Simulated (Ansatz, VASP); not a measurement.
## AlN in VASP and in Ansatz

INCAR

```
SYSTEM = AlN
PREC     = Accurate       ! precision mode
ENCUT    = 520            ! plane-wave cutoff, eV
EDIFF    = 1E-6           ! SCF threshold, eV
ISMEAR   = -1             ! smearing method
SIGMA    = 0.02           ! smearing width, eV
LREAL    = .FALSE.        ! projectors in reciprocal space
LASPH    = .TRUE.         ! aspherical terms in the spheres
NELM     = 80             ! most SCF steps
ALGO     = Normal         ! electronic algorithm
ISIF     = 2              ! what is computed and relaxed
LWAVE    = .FALSE.        ! write WAVECAR
LCHARG   = .TRUE.         ! write CHGCAR
GGA      = PE             ! functional
LELF     = .TRUE.         ! ELF
LVHAR    = .TRUE.       
NBANDS   = 11             ! bands
```

File KPOINTS:

```
regular mesh
0
G
  10 10 10
  0 0 0
```

File POSCAR:

```
AlN
1.0
    0.0000000000      2.2504227048      2.2504227048
    2.2504227048      0.0000000000      2.2504227048
    2.2504227048      2.2504227048      0.0000000000
Al N
1 1
Direct
    0.0000000000      0.0000000000      0.0000000000
    0.2500000000      0.2500000000      0.2500000000
```

Input for Ansatz:

```yaml
crystal:
  lattice:
    - [0.0, 2.2504227048, 2.2504227048]
    - [2.2504227048, 0.0, 2.2504227048]
    - [2.2504227048, 2.2504227048, 0.0]
  atoms:
    - { symbol: Al, position: [0.0, 0.0, 0.0] }
    - { symbol: "N", position: [0.25, 0.25, 0.25] }
kpoints:
  mp_grid: { grid: [10, 10, 10] }
  band_path:
    path:
      - [0.0, 0.0, 0.0]
      - [-0.5, -0.5, 0.0]
      - [-0.375, -0.375, 0.25]
      - [-0.375, 0.0, 0.375]
      - [0.0, 0.0, 0.5]
      - [-0.5, -0.25, 0.25]
      - [0.0, 0.5, 0.5]
    npoints: 1
hamiltonian:
  xc: pbe
scf:
  occupations: { method: fermi_dirac, width: 0.02 }
  n_extra_bands: 4
output:
  forces: true
  stress: true
  eigenvalues: true
```

Change from the starting cell: hydrostatic strain +3.0%.

Alike in both runs: task single point; functional PBE; k mesh 10 × 10 × 10; occupations fermi-dirac, width 0.02 eV; no spin polarisation.

|  | VASP | Ansatz |
| --- | --- | --- |
| version | VASP 6.6.1 | Ansatz 0.2.0 |
| potentials or method | VASP PAW PBE potentials, release 64 (Al, N) | plane waves, PAW |
| plane-wave cutoff (eV) | 520 | 420 |
| valence electrons in the cell | 8 | 8 |

VASP gave:

* gap on the k mesh at the Fermi level (eV): 3.27
* pressure (GPa): -11.4

**Question.** Which values does Ansatz return?

**Answer.** gap on the k mesh at the Fermi level (eV): 3.27; pressure (GPa): -11.1.

A k mesh can miss the band edges.
